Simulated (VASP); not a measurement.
A run of VASP 6.6.1 is set up as follows.

INCAR

```
PREC = Accurate
ENCUT = 600
EDIFF = 1E-6
ISMEAR = 1
SIGMA = 0.1
LREAL = F
LASPH = T
NELM = 80
ALGO = Normal
ISIF = 3
LWAVE = F
LCHARG = F
GGA = PE
IVDW = 12
IBRION = 2
NSW = 90
EDIFFG = -0.01
```

Contents of KPOINTS:

```
regular mesh
0
Gamma
  16 16 16
```

The input POSCAR:

```
Al
1.0
    0.0000000000      2.0248050000      2.0248050000
    2.0248050000      0.0000000000      2.0248050000
    2.0248050000      2.0248050000      0.0000000000
Al
1
Direct
    0.0000000000      0.0000000000      0.0000000000
```

Potentials or basis: VASP PAW PBE potentials, release 64 (Al).

Command:

```sh
$ cat potpaw_PBE.64/Al/POTCAR > POTCAR
$ mpirun -np 1 vasp_std > vasp.out
```

Q: Predict the space group after relaxing (to 0.05 Å).

A: Fm-3m (No. 225).

Q: Predict the dispersion energy per atom.

A: -0.352 eV.

Q: Estimate the band gap on the k mesh.

A: None (metal or under the smearing width).

Step by step:
```csv
step,energy change (eV),largest force (eV/Å),pressure (GPa),volume (Å³)
1,0.0000,0.0000,-3.95,16.60
2,-0.0101,0.0000,0.88,15.64
3,-0.0105,0.0000,0.01,15.79
```

Caveat: pairwise dispersion overbinds metals, which lowers pressure and volume.
